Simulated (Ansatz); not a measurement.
SiS₂ — ³³S nuclear quadrupole resonance

Cell: a computed structure from the Materials Project (it need not be an observed phase), taken as it stands.

Space group Ibam (No. 72); a = 5.7494, b = 9.8209, c = 5.5487 Å.

```
site  Wyckoff  site symmetry       x       y       z
  Si       4a            222  0.0000  0.0000  0.7500
   S       8j            ..m  0.2986  0.3847  0.5000
```

One atom of each set is listed; the run and its k-mesh use a cell of 6 atoms with edges of 6.33, 6.33, 6.33 Å.

Level of theory: DFT, PBE, plane waves and PAW, scalar-relativistic, 420 eV cutoff, Γ-centred 8×8×8 k-points, Fermi–Dirac smearing 0.01 eV (Ansatz 0.2.0).

³³S: I = 3/2, Q = -69.40 mb (year-2017 value). Static lattice, zero field.

(1) At which frequencies do the ³³S NQR lines lie?

Answers

(1) For I = 3/2 there is one line, ν = (|C_Q|/2)(1 + η²/3)^½.

```
site  atoms  V_zz (10²¹ V/m²)  C_Q (MHz)     η  line frequencies (MHz)
   S      4            -12.82       21.5  0.67                    11.5
```

At S V_zz stands upright on the plane of its two bonds (within 1°).

The largest force is 0.3 eV/Å, so the atoms aren't at the calculated equilibrium and relaxing them would move these values.
